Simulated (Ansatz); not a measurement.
Input and command of a plane-wave DFT calculation in Ansatz:

```yaml
crystal:
  lattice:
    - [2.6569936629, 0.0, 0.0]
    - [-1.3284968315, 2.3010240097, 0.0]
    - [0.0, 0.0, 7.3361497641]
  atoms:
    - { symbol: C, position: [0.0, 0.0, 0.0025] }
    - { symbol: C, position: [0.0, 0.0, 0.5025] }
    - { symbol: C, position: [0.3333333333, 0.6666666667, 0.0025] }
    - { symbol: C, position: [0.6666666667, 0.3333333333, 0.5025] }
basis:
  ecutwfc: 420
kpoints:
  mp_grid: { grid: [24, 24, 6] }
hamiltonian:
  xc: pbe
scf:
  occupations: { method: gaussian, width: 0.15 }
output:
  forces: true
  stress: true
  eigenvalues: true
  write_density: true
  write_potential: true
  elf: true
  volumetric_format: npy
```

```bash
ansatz run input.yaml --threads 1 --pin off --max-ram 2560MiB --backend cpu --events-out ev --progress --plain --runs-dir out
```

Processor: Intel(R) Xeon(R) Platinum 8175M CPU @ 2.50GHz (Skylake/Cascade Lake), 1 thread, on a host shared with other jobs.

Problem. How long does it run, and how much memory does it take?

Solution. About 8.8 s on 1 thread of Intel(R) Xeon(R) Platinum 8175M CPU @ 2.50GHz (Skylake/Cascade Lake), on a shared host, peak memory 0.41 GiB. It solves 12 bands at 244 k points (the mesh reduced by symmetry) with about 883 plane waves, in 6 SCF iterations.
